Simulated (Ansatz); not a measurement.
A run of Ansatz 0.2.0 is set up as follows.

input.yaml

```yaml
crystal:
  lattice:
    - [2.34465, -1.7134, 0.0]
    - [2.34465, 1.7134, 0.0]
    - [-0.8605543552, 0.0, 5.0594363927]
  atoms:
    - { symbol: Cu, position: [0.4968, 0.0032, 0.5] }
    - { symbol: Cu, position: [0.0032, 0.4968, 0.0] }
    - { symbol: O, position: [0.4056, 0.5714, 0.7537] }
    - { symbol: O, position: [0.5714, 0.4056, 0.2537] }
kpoints:
  mp_grid: { grid: [10, 10, 5] }
  band_path:
    path:
      - [0.0, 0.0, 0.0]
      - [-0.5, -0.5, 0.0]
      - [-0.5249462874, -0.5249462874, 0.3256415493]
      - [-0.5, -0.5, 0.5]
      - [-0.6336780905, -0.3663219095, 0.5]
    npoints: 10
scf:
  occupations: { method: fermi_dirac, width: 0.05 }
hamiltonian:
  xc: pbesol
  pseudopotentials: { kind: all_electron, lapw: { basis_error: 0.002 } }
output:
  forces: true
  stress: true
  eigenvalues: true
```

Potentials or basis: all-electron LAPW, scalar-relativistic.

Command:

```console
$ ansatz run input.yaml --threads 2 --pin off --max-ram 8192MiB --backend cpu --events-out ev --progress --plain --runs-dir out
```

(1) Estimate the band gap along the path.

(2) Predict the largest force.

Results:

(1) none (metal or under the smearing width).

(2) 0.757 eV/Å.

Caveat: the run has no spin polarisation, though such a crystal can be magnetic; semilocal functionals often make such compounds metallic where correlation or magnetic order opens a gap, which also shifts bond lengths.
